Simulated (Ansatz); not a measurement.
# A series in volume per atom on RbBr

All results are calculated (Ansatz 0.2.0). Plane-wave density functional theory, PAW datasets, Gaussian smearing 0.05 eV: one cell in which all forces lie under 0.002 eV/angstrom; stress (xx yy zz yz xz xy) and pressure positive in compression; site moments are of spin alone; formation energy from the elements run alike, uncorrected.

Cell of the first row (space group Fm-3m, No. 225):
```
CELL_PARAMETERS angstrom
0.00000 3.43890 3.43890
3.43890 0.00000 3.43890
3.43890 3.43890 0.00000
ATOMIC_POSITIONS crystal
Rb 0.50000 0.50000 0.50000
Br 0.00000 0.00000 0.00000
```

Settings of every row: paw set soft_2; functional PBE; spin treatment none; moment partition spheres; spin axis none; wave cutoff 420 eV; k mesh 8x8x8; SCF start atoms; lower state search light; symmetry use detected.

Atom first moment, atom hubbard u: 0 on all atoms.

```csv
row,volume per atom (Å³),formation energy (eV per atom),pressure (GPa),energy above relaxed cell (meV per atom)
1,40.668,-1.7656,0.833,6.21
2,40.807,-1.7663,0.779,5.51
3,40.894,-1.7667,0.746,5.09
4,41.455,-1.7689,0.542,2.84
5,42.319,?,?,?
6,43.182,-1.7718,0.006,0
7,44.046,-1.7712,-0.218,0.58
8,44.91,-1.7695,-0.417,2.31
9,46.205,-1.765,-0.674,6.75
10,47.501,-1.7587,-0.890,13.1
```

Question: what formation energy and pressure should row 5 give?

Worked fit of formation energy. Take u = (V_r/V)^(2/3) − 1 with V_r = 43.182 Å³ an atom, which is twice the finite (Eulerian) strain; such expansions in the strain, on which the Birch-Murnaghan equation of state is built, carry the rest volume and the bulk modulus. The shown rows have u = 0.0408, 0.03843, 0.03696, 0.02758, 0, -0.01312, -0.02582, -0.04411, -0.06157. Least squares give formation energy = −1.77174 + 0.0054 × u + 3.542 × u² eV per atom; a straight line predicts inner rows, each left out in turn, worse (root mean square 0.0035 against 5.7e-05 eV per atom). The rows lie off it by 0.0000, 0.0000, 0.0000, 0.0000, -0.0001, 0.0000, 0.0000, 0.0001, -0.0001. The withheld row has u = 0.01355, so the fit gives −1.77174 + 0.0054 × (0.01355) + 3.542 × (0.01355)² = -1.7710 eV per atom.

The calculation gave -1.7711 eV per atom. The fit lies 0.0001 eV per atom (0.76 % of the column's range) above it, one unit of the last digit.

Worked fit of pressure. Take u = (V_r/V)^(2/3) − 1 with V_r = 43.182 Å³ an atom, which is twice the finite (Eulerian) strain; such expansions in the strain, on which the Birch-Murnaghan equation of state is built, carry the rest volume and the bulk modulus. The shown rows have u = 0.0408, 0.03843, 0.03696, 0.02758, 0, -0.01312, -0.02582, -0.04411, -0.06157. Least squares give pressure = 0.0058 + 17.803 × u + 57.43 × u² + 74.7 × u³ GPa; a parabola predicts inner rows, each left out in turn, worse (root mean square 0.0021 against 0.00019 GPa). All shown rows lie on it to the printed digit. The pressure vanishes at u = -0.0003, or V = 43.2 Å³ an atom, and there the bulk modulus at fixed shape and fractions is B = −V dP/dV = (2/3)(1 + u) dP/du = 11.8 GPa. The withheld row has u = 0.01355, so the fit gives 0.0058 + 17.803 × (0.01355) + 57.43 × (0.01355)² + 74.7 × (0.01355)³ = 0.258 GPa.

The calculation gave 0.258 GPa. The fit meets it to the printed digit.

The other values of row 5: energy above relaxed cell 0.7 meV per atom.
